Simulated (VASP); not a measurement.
# In in VASP: relaxation of the atoms with PBEsol

Aim: the relaxation of the atoms of In with PBEsol.

All numbers are computed with VASP 6.6.1; they aren't measurements. Logs are shortened: lines on timing, memory, paths and dates and some standing lists are left out, and cuts for length are marked.

### Step 1. The cell of the first run

The cell holds a slab with vacuum, 5 atoms: a = 3.339 Å, b = 3.339 Å, c = 25.932 Å, α = 90.00°, β = 90.00°, γ = 120.00°.

The slab is cut from a database's or a generator's crystal, which needn't be the stable form of the element.

### Step 2. Relaxation of the atoms, PBEsol (the (0 0 1) slab of In, cut from the database cell, not relaxed)

INCAR

```
SYSTEM = In
PREC = Accurate
ENCUT = 520
EDIFF = 1E-7
ISMEAR = 0
SIGMA = 0.05
LREAL = .FALSE.
LASPH = .TRUE.
NELM = 80
ALGO = Normal
ISIF = 2
LWAVE = .FALSE.
LCHARG = .FALSE.
LDIPOL = .TRUE.
IDIPOL = 3
DIPOL = 0.5 0.5 0.500
GGA = PS
IBRION = 2
NSW = 40
EDIFFG = -0.005
```

KPOINTS

```
Automatic mesh
0
G
  9 9 1
  0 0 0
```

POSCAR

```
In
1.0
    3.3392736332      0.0000000000      0.0000000000
   -1.6696368166      2.8918957965      0.0000000000
    0.0000000000      0.0000000000     25.9317382929
In
5
Selective dynamics
Direct
    0.6666666667      0.3333333333      0.2892208735  F F F
    0.0000000000      0.0000000000      0.3942765012  F F F
    0.6666666667      0.3333333333      0.5000000000  T T T
    0.3333333333      0.6666666667      0.6057234988  T T T
    0.6666666667      0.3333333333      0.7107791265  T T T
```

Potentials or basis: VASP PAW PBE potentials, release 64 (In_d).

On the command line:

```
> cat potpaw_PBE.64/In_d/POTCAR > POTCAR
> mpirun -np 1 vasp_std > vasp.out
```

OUTCAR:

```text
SYSTEM = In
   PREC = Accurate
   ENCUT = 520
   EDIFF = 1E-7
   ISMEAR = 0
   LREAL = .FALSE.
   LASPH = .TRUE.
   NELM = 80
   ISIF = 2
   GGA = PS
   IBRION = 2
   NSW = 40
   EDIFFG = -0.005

 ion  position               nearest neighbor table
   1  0.667  0.333  0.289-   2 3.34   2 3.34   2 3.34
   2  0.000  0.000  0.394-   1 3.34   1 3.34   1 3.34   3 3.35   3 3.35   3 3.35
   3  0.667  0.333  0.500-   4 3.35   2 3.35   4 3.35   2 3.35   2 3.35   4 3.35
   4  0.333  0.667  0.606-   5 3.34   5 3.34   5 3.34   3 3.35   3 3.35   3 3.35
   5  0.667  0.333  0.711-   4 3.34   4 3.34   4 3.34

  LATTYP: Found a hexagonal cell.
 ALAT       =     3.3392736332
 C/A-ratio  =     7.7656823433

  Lattice vectors:

 A1 = (   3.3392736332,   0.0000000000,   0.0000000000)
 A2 = (  -1.6696368166,   2.8918957965,   0.0000000000)
 A3 = (   0.0000000000,   0.0000000000,  25.9317382929)

Analysis of symmetry for initial positions (statically):
=====================================================================
 Subroutine PRICEL returns:
 Original cell was already a primitive cell.

 Routine SETGRP: Setting up the symmetry group for a
 hexagonal supercell.

 Subroutine GETGRP returns: Found 12 space group operations
 (whereof  6 operations were pure point group operations)
 out of a pool of 24 trial point group operations.

The static configuration has the point symmetry C_3v.
 The point group associated with its full space group is D_3d.

Analysis of symmetry for dynamics (positions and initial velocities):
=====================================================================
 Subroutine PRICEL returns:
 Original cell was already a primitive cell.

 Routine SETGRP: Setting up the symmetry group for a
 hexagonal supercell.

 Subroutine GETGRP returns: Found 12 space group operations
 (whereof  6 operations were pure point group operations)
 out of a pool of 24 trial point group operations.

The dynamic configuration has the point symmetry C_3v.
 The point group associated with its full space group is D_3d.

Analysis of constrained symmetry for selective dynamics:
=====================================================================
 Subroutine PRICEL returns:
 Original cell was already a primitive cell.

 Routine SETGRP: Setting up the symmetry group for a
 hexagonal supercell.

 Subroutine GETGRP returns: Found  6 space group operations
 (whereof  6 operations were pure point group operations)
 out of a pool of 24 trial point group operations.

The constrained configuration has the point symmetry C_3v.

 Subroutine INISYM returns: Found  6 space group operations
 (whereof  6 operations are pure point group operations),
 and found     1 'primitive' translations

----------------------------------------------------------------------------------------

                                     Primitive cell

  volume of cell :     250.4184

  direct lattice vectors                    reciprocal lattice vectors
     3.339273633  0.000000000  0.000000000     0.299466324  0.172896963  0.000000000
    -1.669636817  2.891895797  0.000000000     0.000000000  0.345793926  0.000000000
     0.000000000  0.000000000 25.931738293     0.000000000  0.000000000  0.038562783

  length of vectors
     3.339273633  3.339273633 25.931738293     0.345793926  0.345793926  0.038562783

  position of ions in fractional coordinates (direct lattice)
     0.666666667  0.333333333  0.289220873
     0.000000000  0.000000000  0.394276501
     0.666666667  0.333333333  0.500000000
     0.333333333  0.666666667  0.605723499
     0.666666667  0.333333333  0.710779127

  ion indices of the primitive-cell ions
   primitive index   ion index
                 1           1
[... 48 lines left out ...]
   dimension x,y,z NGX =    28 NGY =   28 NGZ =  196
   dimension x,y,z NGXF=    56 NGYF=   56 NGZF=  392
   ions per type =               5
   NGX,Y,Z   is equivalent  to a cutoff of  13.94, 13.94, 12.57 a.u.
   NGXF,Y,Z  is equivalent  to a cutoff of  27.88, 27.88, 25.13 a.u.
 SYSTEM =  In
   PREC   = accura    normal or accurate (medium, high low for compatibility)
   ISTART =      0    job   : 0-new  1-cont  2-samecut
   ICHARG =      2    charge: 1-file 2-atom 10-const
   ISPIN  =      1    spin polarized calculation?
   LNONCOLLINEAR =      F non collinear calculations
   LSORBIT =      F    spin-orbit coupling
   LASPH  =      T    aspherical Exc in radial PAW
   ENCUT  =  520.0 eV  38.22 Ry    6.18 a.u.   6.21  6.21 48.22*2*pi/ulx,y,z
   NELM   =     80;   NELMIN=  2; NELMDL= -5     # of ELM steps
   EDIFF  = 0.1E-06   stopping-criterion for ELM
   LREAL  =      F    real-space projection
   EDIFFG = -.5E-02   stopping-criterion for IOM
   NSW    =     40    number of steps for IOM
   IBRION =      2    ionic relax: 0-MD 1-quasi-New 2-CG
   NFREE  =      1    steps in history (QN), initial steepest desc. (CG)
   ISIF   =      2    stress and relaxation
   ISYM   =      2    0-nonsym 1-usesym 2-fastsym
   POTIM  = 0.5000    time-step for ionic-motion
   TEBEG  =    0.0;   TEEND  =   0.0 temperature during run
   PSTRESS=    0.0 pullay stress
   NELECT =      65.0000    total number of electrons
   NUPDOWN=      -1.0000    fix difference up-down
   EMIN   =  10.00;   EMAX   =-10.00  energy-range for DOS
   EFERMI =   0.00;   METHOD = LEGACY
   ISMEAR =     0;   SIGMA  =   0.05  broadening in eV -4-tet -1-fermi 0-gaus
   EFERMI_NEDOS =   21; number of points for ismear=-14 and -15
   IALGO  =     38    algorithm
   IMIX   =      4    mixing-type and parameters
     AMIX     =   0.40;   BMIX     =  1.00
     AMIX_MAG =   1.60;   BMIX_MAG =  1.00
  volume/ion in A,a.u.               =      50.08       337.98
  Fermi-wavevector in a.u.,A,eV,Ry     =   1.044297  1.973434 14.837906  1.090555
  Thomas-Fermi vector in A             =   2.179043
   LORBIT       =      0    0 simple, 1 ext, 2 COOP (PROOUT), +10 PAW based schemes
   GGA     = PS    functional components
   LHFCALC =     F    Hartree Fock is set to
   AEXX    =    0.0000 exact exchange contribution
   IVDW    =     0    specifies the selected vdW correction
   LEPSILON=     F    determine dielectric tensor
   LRPA    =     F    only Hartree local field effects (RPA)
 conjugate gradient relaxation of ions
 non-spin polarized calculation
 Gauss-broadening in eV      SIGMA  =   0.05
  energy-cutoff  :      520.00
  volume of cell :      250.42
 maximum number of plane-waves:      6769
 NGX is ok and might be reduce to    28
   NGX = 13   NGY = 13   NGZ = 97

--------------------------------------- Ionic step        1  -------------------------------------------

 number of electron      64.9999995 magnetization

 Free energy of the ion-electron system (eV)
  ---------------------------------------------------
  ext. energy  EPLUGINS =         0.00000000
  ---------------------------------------------------
  free energy    TOTEN  =       -14.35328470 eV

  energy without entropy =      -14.34753829  energy(sigma->0) =      -14.35041150

------------------------ aborting loop because EDIFF is reached ----------------------------------------

  FORCE on cell =-STRESS in cart. coord.  units (eV):
  Direction    XX          YY          ZZ          XY          YZ          ZX
  --------------------------------------------------------------------------------------
  -------------------------------------------------------------------------------------
  Total       -2.3986362     -2.3986362     -0.2518709     -0.0000000      0.0000000      0.0000000
  in kB      -15.3464770    -15.3464770     -1.6114702     -0.0000000      0.0000000      0.0000000
  external PRESSURE =     -10.7681414 kB  Pullay stress =       0.0000000 kB
[... 98 lines left out ...]
  FREE ENERGIE OF THE ION-ELECTRON SYSTEM (eV)
  ---------------------------------------------------
  free  energy   TOTEN  =       -14.3545215921 eV

  energy  without entropy=      -14.3486627604  energy(sigma->0) =      -14.35159218

 dipolmoment           0.000000      0.000000     -0.000315 electrons x Angstroem

[... ionic steps 4 to 18 ...]

--------------------------------------- Ionic step       19  -------------------------------------------

 number of electron      64.9999999 magnetization

------------------------ aborting loop because EDIFF is reached ----------------------------------------

 vacuum level on the upper side and lower side of the slab       (xc-potential included)         0.010        -0.019

  FORCE on cell =-STRESS in cart. coord.  units (eV):
  Direction    XX          YY          ZZ          XY          YZ          ZX
  --------------------------------------------------------------------------------------
  -------------------------------------------------------------------------------------
  Total       -1.0262939     -1.0262939     -0.2469961      0.0000000      0.0000000     -0.0000000
  in kB       -6.5662297     -6.5662297     -1.5802812      0.0000000      0.0000000     -0.0000000
  external PRESSURE =      -4.9042468 kB  Pullay stress =       0.0000000 kB
[... 65 lines left out ...]
--------------------------------------- Ionic step       21  -------------------------------------------

 number of electron      64.9999997 magnetization

 dipolmoment           0.000000      0.000000      0.001594 electrons x Angstroem

 Free energy of the ion-electron system (eV)
  ---------------------------------------------------
  ext. energy  EPLUGINS =         0.00000000
  ---------------------------------------------------
  free energy    TOTEN  =       -14.37426794 eV

  energy without entropy =      -14.37107119  energy(sigma->0) =      -14.37266957

 E-fermi :   2.0287     XC(G=0):  -5.9671

 val. band max:        2.0189007314   @ k =   0.2222   0.2222   0.0000
 cond. band min:       2.0667670380   @ k =   0.3333   0.0000   0.0000
 fundamental gap:      0.0478663066
 Fermi energy:         2.0286515627

 k-point     1 :       0.0000    0.0000    0.0000
  band No.  band energies     occupation
      1     -12.6312      2.00000
      2     -12.6116      2.00000
      3     -12.5757      2.00000
      4     -12.5675      2.00000
      5     -12.5675      2.00000
      6     -12.5666      2.00000
[... 493 lines left out ...]
     38       3.0017      0.00000
     39       3.7720      0.00000

------------------------ aborting loop because EDIFF is reached ----------------------------------------

 vacuum level on the upper side and lower side of the slab       (xc-potential included)        -0.020        -0.041

  FORCE on cell =-STRESS in cart. coord.  units (eV):
  Direction    XX          YY          ZZ          XY          YZ          ZX
  --------------------------------------------------------------------------------------
  -------------------------------------------------------------------------------------
  Total       -1.0331839     -1.0331839     -0.2872851      0.0000000      0.0000000     -0.0000000
  in kB       -6.6103118     -6.6103118     -1.8380505      0.0000000      0.0000000     -0.0000000
  external PRESSURE =      -5.0195580 kB  Pullay stress =       0.0000000 kB
[... 20 lines left out ...]
  FREE ENERGIE OF THE ION-ELECTRON SYSTEM (eV)
  ---------------------------------------------------
  free  energy   TOTEN  =       -14.3742679438 eV

  energy  without entropy=      -14.3710711881  energy(sigma->0) =      -14.37266957

 reached required accuracy - stopping structural energy minimisation

 vacuum level on the upper side and lower side of the slab         5.829         5.803
```

Wall time 32 min (1 thread of Intel Xeon 6975P-C (Granite Rapids), shared host); peak memory 0.43 GiB.

Results:

- Free energy: -14.3743 eV
- Energy gained by relaxing: 4.2 meV/atom
- Ionic steps: 21
- Band gap on the k mesh: none (metal or under the smearing width)

Step by step:
```
step  energy change (eV)  largest force (eV/Å)  pressure (GPa)
   1              0.0000                0.1016           -1.08
   2             -0.0005                0.1027           -1.08
   3             -0.0012                0.1060           -1.09
   4             -0.0007                0.1127           -1.09
   5             -0.0014                0.1078           -1.08
   6             -0.0016                0.1029           -1.08
   7             -0.0022                0.0886           -1.08
   8             -0.0031                0.0601           -1.04
   9             -0.0039                0.0732           -1.03
  10             -0.0042                0.0741           -0.99
  11             -0.0050                0.0773           -0.96
  12             -0.0065                0.0781           -1.01
  13             -0.0073                0.1157           -0.86
  14             -0.0097                0.1030           -0.83
  15             -0.0159                0.1019           -0.65
  16             -0.0115                0.2220           -0.35
  17             -0.0182                0.1144           -0.58
  18             -0.0209                0.0870           -0.55
  19             -0.0209                0.0877           -0.49
  20             -0.0210                0.0909           -0.49
  21             -0.0210                0.0928           -0.50
```

Final structure:
```xyz
5
Lattice="3.3393 0.0000 0.0000 -1.6696 2.8919 0.0000 0.0000 0.0000 25.9317" Properties=species:S:1:pos:R:3 pbc="T T T"
In    1.6696    0.9640    7.5000
In    0.0000    0.0000   10.2243
In    1.6696    0.9640   12.8356
In    0.0000    1.9279   15.4324
In    1.6696    0.9640   18.0950
```

Caveat: the PAW data sets were made with another functional, which shifts forces and pressure a little.
